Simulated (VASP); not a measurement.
# MoP (P-6m2) in VASP: notebook

Runs on MoP. Level: PBE. Tasks: relaxation of cell and atoms.

Program: VASP 6.6.1. These are calculated values, not measurements. Logs are shortened: lines on timing, memory, paths and dates and some standing lists are left out, and cuts for length are marked.

## (1) The crystal as given

The structure is hexagonal, space group P-6m2 (No. 187). The conventional cell has a = 3.223 Å, b = 3.223 Å, c = 3.191 Å, α = 90.00°, β = 90.00°, γ = 120.00°. Mo (site symmetry -6m2) has 6 P at 2.45 Å as nearest neighbours. P (site symmetry -6m2) is surrounded by 6 Mo at 2.45 Å.

## (2) Relaxation of cell and atoms, PBE

The input, INCAR:

```
SYSTEM = MoP
PREC = Accurate
ENCUT = 600
EDIFF = 1E-6
ISMEAR = 1
SIGMA = 0.1
LREAL = .False.
LASPH = .True.
NELM = 80
ALGO = Normal
ISIF = 3
LWAVE = .False.
LCHARG = .False.
GGA = PE
IBRION = 2
NSW = 90
EDIFFG = -0.01
KPAR = 2
```

The input, KPOINTS:

```
regular mesh
0
Gamma
  15 15 11
  0 0 0
```

The input, POSCAR:

```
MoP
1.0
    3.2230000000      0.0000000000      0.0000000000
   -1.6115000000      2.7911998764      0.0000000000
    0.0000000000      0.0000000000      3.1910000000
Mo P
1 1
Direct
    0.0000000000      0.0000000000      0.0000000000
    0.3333333333      0.6666666667      0.5000000000
```

Potentials or basis: VASP PAW PBE potentials, release 64 (Mo_sv, P).

Run with:

```bash
$ cat potpaw_PBE.64/Mo_sv/POTCAR potpaw_PBE.64/P/POTCAR > POTCAR
$ mpirun -np 2 vasp_std > vasp.out
```

OUTCAR:

```text
SYSTEM = MoP
   PREC = Accurate
   ENCUT = 600
   EDIFF = 1E-6
   ISMEAR = 1
   LREAL = .False.
   LASPH = .True.
   NELM = 80
   ISIF = 3
   GGA = PE
   IBRION = 2
   NSW = 90
   EDIFFG = -0.01

 ion  position               nearest neighbor table
   1  0.000  0.000  0.000-   2 2.45   2 2.45   2 2.45   2 2.45   2 2.45   2 2.45
   2  0.333  0.667  0.500-   1 2.45   1 2.45   1 2.45   1 2.45   1 2.45   1 2.45

  LATTYP: Found a hexagonal cell.
 ALAT       =     3.2230000000
 C/A-ratio  =     0.9900713621

  Lattice vectors:

 A1 = (   3.2230000000,   0.0000000000,   0.0000000000)
 A2 = (  -1.6115000000,   2.7911998764,   0.0000000000)
 A3 = (   0.0000000000,   0.0000000000,   3.1910000000)

Analysis of symmetry for initial positions (statically):
=====================================================================
 Subroutine PRICEL returns:
 Original cell was already a primitive cell.

 Routine SETGRP: Setting up the symmetry group for a
 hexagonal supercell.

 Subroutine GETGRP returns: Found 12 space group operations
 (whereof 12 operations were pure point group operations)
 out of a pool of 24 trial point group operations.

The static configuration has the point symmetry D_3h.

Analysis of symmetry for dynamics (positions and initial velocities):
=====================================================================
 Subroutine PRICEL returns:
 Original cell was already a primitive cell.

 Routine SETGRP: Setting up the symmetry group for a
 hexagonal supercell.

 Subroutine GETGRP returns: Found 12 space group operations
 (whereof 12 operations were pure point group operations)
 out of a pool of 24 trial point group operations.

The dynamic configuration has the point symmetry D_3h.

 Subroutine INISYM returns: Found 12 space group operations
 (whereof 12 operations are pure point group operations),
 and found     1 'primitive' translations

----------------------------------------------------------------------------------------

                                     Primitive cell

  volume of cell :      28.7064

  direct lattice vectors                    reciprocal lattice vectors
     3.223000000  0.000000000  0.000000000     0.310269935  0.179134430  0.000000000
    -1.611500000  2.791199876  0.000000000     0.000000000  0.358268861  0.000000000
     0.000000000  0.000000000  3.191000000     0.000000000  0.000000000  0.313381385

  length of vectors
     3.223000000  3.223000000  3.191000000     0.358268861  0.358268861  0.313381385

  position of ions in fractional coordinates (direct lattice)
     0.000000000  0.000000000  0.000000000
     0.333333333  0.666666667  0.500000000

[... 103 lines left out ...]
   AEXX    =    0.0000 exact exchange contribution
   IVDW    =     0    specifies the selected vdW correction
   LEPSILON=     F    determine dielectric tensor
   LRPA    =     F    only Hartree local field effects (RPA)
 conjugate gradient relaxation of ions
 non-spin polarized calculation
 Methfessel and Paxton  Order N= 1 SIGMA  =   0.10
  energy-cutoff  :      600.00
  volume of cell :       28.71
 maximum number of plane-waves:       975
 NGX is ok and might be reduce to    28
   NGX = 13   NGY = 13   NGZ = 13

--------------------------------------- Ionic step        1  -------------------------------------------

 number of electron      18.9999999 magnetization

 Free energy of the ion-electron system (eV)
  ---------------------------------------------------
  ext. energy  EPLUGINS =         0.00000000
  ---------------------------------------------------
  free energy    TOTEN  =       -17.66359330 eV

  energy without entropy =      -17.66306758  energy(sigma->0) =      -17.66341806

------------------------ aborting loop because EDIFF is reached ----------------------------------------

  FORCE on cell =-STRESS in cart. coord.  units (eV):
  Direction    XX          YY          ZZ          XY          YZ          ZX
  --------------------------------------------------------------------------------------
  -------------------------------------------------------------------------------------
  Total        0.5220832      0.5220832      0.4047240      0.0000000      0.0000000      0.0000000
  in kB       29.1388407     29.1388407     22.5887137      0.0000000      0.0000000      0.0000000
  external PRESSURE =      26.9554651 kB  Pullay stress =       0.0000000 kB
[... 95 lines left out ...]
--------------------------------------- Ionic step        4  -------------------------------------------

 number of electron      18.9999999 magnetization

 Free energy of the ion-electron system (eV)
  ---------------------------------------------------
  ext. energy  EPLUGINS =         0.00000000
  ---------------------------------------------------
  free energy    TOTEN  =       -17.66681137 eV

  energy without entropy =      -17.66634324  energy(sigma->0) =      -17.66665533

 E-fermi :  11.7459     XC(G=0): -12.5308

 val. band max:       11.7448092220   @ k =   0.4000   0.0000   0.0909
 cond. band min:      11.7507840054   @ k =   0.4000   0.2000   0.0909
 fundamental gap:      0.0059747834
 Fermi energy:        11.7459478647

 k-point     1 :       0.0000    0.0000    0.0000
  band No.  band energies     occupation
      1     -49.4746      2.00000
      2     -23.6185      2.00000
      3     -23.4254      2.00000
      4     -23.4254      2.00000
      5      -2.1133      2.00000
      6       7.6283      2.00000
      7       8.4366      2.00000
      8       8.4366      2.00000
      9      11.0616      2.00000
     10      12.0024     -0.00172
     11      12.0024     -0.00172
     12      15.7964      0.00000
     13      15.7964      0.00000
[... 354 lines left out ...]
  band No.  band energies     occupation
      1     -49.4421      2.00000
      2     -23.7092      2.00000
      3     -23.5720      2.00000
      4     -23.5687      2.00000
      5       0.7042      2.00000
      6       4.9196      2.00000
      7       7.2015      2.00000
      8       7.9975      2.00000
      9      10.5881      2.00000
     10      10.9309      2.00000
     11      12.5811     -0.00000
     12      13.3304     -0.00000
     13      17.7127      0.00000

 [... further k-points ...]

------------------------ aborting loop because EDIFF is reached ----------------------------------------

  FORCE on cell =-STRESS in cart. coord.  units (eV):
  Direction    XX          YY          ZZ          XY          YZ          ZX
  --------------------------------------------------------------------------------------
  -------------------------------------------------------------------------------------
  Total       -0.0008761     -0.0008761      0.0042811      0.0000000      0.0000000      0.0000000
  in kB       -0.0482840     -0.0482840      0.2359313      0.0000000      0.0000000      0.0000000
  external PRESSURE =       0.0464544 kB  Pullay stress =       0.0000000 kB
[... 17 lines left out ...]
  FREE ENERGIE OF THE ION-ELECTRON SYSTEM (eV)
  ---------------------------------------------------
  free  energy   TOTEN  =       -17.6668113725 eV

  energy  without entropy=      -17.6663432448  energy(sigma->0) =      -17.66665533

 reached required accuracy - stopping structural energy minimisation
```

CONTCAR:

```text
MoP
   1.00000000000000
     3.2421003624781926   -0.0000000000000000    0.0000000000000000
    -1.6210501812390963    2.8077412755276550    0.0000000000000000
     0.0000000000000000   -0.0000000000000000    3.1936992179149462
  Mo              P
     1     1
Direct
     1.0000000000000000    0.0000000000000000    0.0000000000000000
     0.3333333332999970    0.6666666667000030    0.5000000000000000

  0.00000000E+00  0.00000000E+00  0.00000000E+00
  0.00000000E+00  0.00000000E+00  0.00000000E+00
```

Wall time 41 s (2 MPI ranks of AMD EPYC 9R45 (Zen 5), shared host); peak memory 0.2 GiB.

What came out:

```yaml
Free_energy: -17.6668 eV
Relaxed_volume: 14.54 Å³/atom
Relaxed_cell: a = 3.242 Å, b = 3.242 Å, c = 3.194 Å, α = 90.00°, β = 90.00°, γ = 120.00°
Space_group_after_relaxing_to_0.05_Å: P-6m2 (No. 187)
Energy_gained_by_relaxing: 1.6 meV/atom
Ionic_steps: 4
Pressure_after_relaxing: 0.0 GPa
Band_gap_on_the_k_mesh: none (metal or under the smearing width)
```

Step by step:
| step | energy change (eV) | largest force (eV/Å) | pressure (GPa) | volume (Å³) |
| --- | --- | --- | --- | --- |
| 1 | 0.0000 | 0.0000 | 2.70 | 28.71 |
| 2 | 0.0069 | 0.0000 | -4.76 | 29.72 |
| 3 | -0.0030 | 0.0000 | -0.07 | 29.06 |
| 4 | -0.0032 | 0.0000 | 0.00 | 29.07 |

Final structure:
```cif
data_structure
_symmetry_space_group_name_H-M 'P 1'
_symmetry_Int_Tables_number 1
_cell_length_a 3.2421
_cell_length_b 3.2421
_cell_length_c 3.1937
_cell_angle_alpha 90.000
_cell_angle_beta 90.000
_cell_angle_gamma 120.000
_cell_volume 29.07
loop_
_atom_site_label
_atom_site_type_symbol
_atom_site_fract_x
_atom_site_fract_y
_atom_site_fract_z
_atom_site_occupancy
Mo1 Mo 0.00000 0.00000 0.00000 1
P1 P 0.33333 0.66667 0.50000 1
```

(Continued in part 2 of 2.)
